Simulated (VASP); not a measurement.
Runs of VASP 6.6.1 on GaAs. It takes space group F-43m (No. 216, cubic). The conventional cell has a = 5.654 Å, b = 5.654 Å, c = 5.654 Å, α = 90.00°, β = 90.00°, γ = 90.00°. As (site symmetry -43m) has 4 Ga at 2.45 Å as nearest neighbours. Ga (site symmetry -43m) is surrounded by 4 As at 2.45 Å. 

| task | level | potentials or basis | cell | cutoff (eV) | smearing | gap on the mesh (eV) | pressure (GPa) | relaxed volume (Å³/atom) |
| --- | --- | --- | --- | --- | --- | --- | --- | --- |
| relaxation of cell and atoms | BLYP | VASP PAW PBE potentials, release 64 (As, Ga_d) | relaxed | 600 | fermi-dirac 0.05 eV | none | 0.0 | 25.22 |
| band structure | PBEsol | VASP PAW PBE potentials, release 64 (As, Ga_d) | as given | 520 | fermi-dirac 0.05 eV | 0.46 | 0.3 | - |
| single point | PBE | VASP PAW PBE potentials, release 64 (As, Ga_d) | as given | 520 | gaussian 0.011 eV | (a) | 3.5 | - |
| relaxation of cell and atoms | LDA | VASP PAW LDA potentials, release 64 (As, Ga_d) | relaxed | 600 | fermi-dirac 0.05 eV | 0.51 | 0.0 | (b) |
| band structure | PW91 | VASP PAW PBE potentials, release 64 (As, Ga_d) | as given | 520 | fermi-dirac 0.05 eV | 0.51 | - | - |

Alike in all rows: no spin polarisation; k mesh 8 × 8 × 8.

Task: Fill in the values left out.

Result: (a) 0.52; (b) 22.07.

Caveats: the PAW data sets were made with another functional, which shifts forces and pressure a little (some runs); the volume moved by +12 % from the deposited cell, more than functionals usually miss (some runs); this crystal is a semiconductor, whose small gap the functional closes, so the metal is an error of the method (some runs).

A k mesh can miss the band edges, and the runs leave out spin-orbit coupling on As, Ga.

A gap of «none» marks a metal or a gap under the smearing width.
